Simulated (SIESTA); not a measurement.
**MnO under changes of volume**

One of the cells (11.219 Å³/atom); the others are scaled copies at fixed shape and fractional positions:

```
CELL_PARAMETERS angstrom
0.00000 2.23864 2.23864
2.23864 0.00000 2.23864
2.23864 2.23864 0.00000
ATOMIC_POSITIONS crystal
Mn 0.00000 0.00000 0.00000
O 0.50000 0.50000 0.50000
```

The cell is a database's computed one.

* Program: SIESTA 5.4.2
* Functional: PBEsol
* Potentials or basis: PseudoDojo 0.4 standard (PBEsol files)
* Basis: DZP (energy shift 0.003 Ry; two zetas on semicore shells)
* Grid cutoff: 800 Ry
* Energy shift: 0.003 Ry
* k mesh: 10 × 10 × 10
* Occupations: fermi-dirac, width 0.05 eV
* Spin: collinear spin, ferromagnetic start
* Starting moments: [4.0, 0.0] μB

| volume (Å³/atom) | energy over the lowest point (meV/atom) | pressure (GPa) | moment (μB per cell) |
| --- | --- | --- | --- |
| 10.339 | 0.00 | 0.3 | 4.60 |
| 10.559 | 1.09 | -1.6 | 4.69 |
| 10.779 | 3.90 | -3.5 | 4.77 |
| 11.219 | 19.67 | -8.2 | 4.83 |
| 11.439 | 32.26 | -10.2 | 4.87 |
| 11.659 | ? | ? | ? |

**Question.** What does the run at 11.659 Å³/atom give?

**Answer.** Energy over the lowest point 47.02 meV/atom; pressure -11.7 GPa; moment 4.91 μB per cell.

Worked out: A Birch-Murnaghan fit of order 3 (a polynomial in V^(-2/3)) to the other rows has its minimum at 10.36 Å³/atom with B0 = V·E''(V) = 66 GPa (rough, since the energies scatter). It gives 48.70 meV/atom at 11.659 Å³/atom, against the run's 47.02, and -dE/dV = -13.3 GPa, against -11.7. A parabola through the other rows of the moment, of slope -0.0463 μB per Å³/atom there, extrapolates to 4.86 μB, against the run's 4.91.

Energies are extrapolated to zero smearing.

Caveats: short orbitals over semicore shells can move pressures by several GPa; the basis of atomic orbitals isn't converged, which shifts pressures, moduli and gaps; a cell with one magnetic atom can't hold antiferromagnetic order, which such compounds often take.
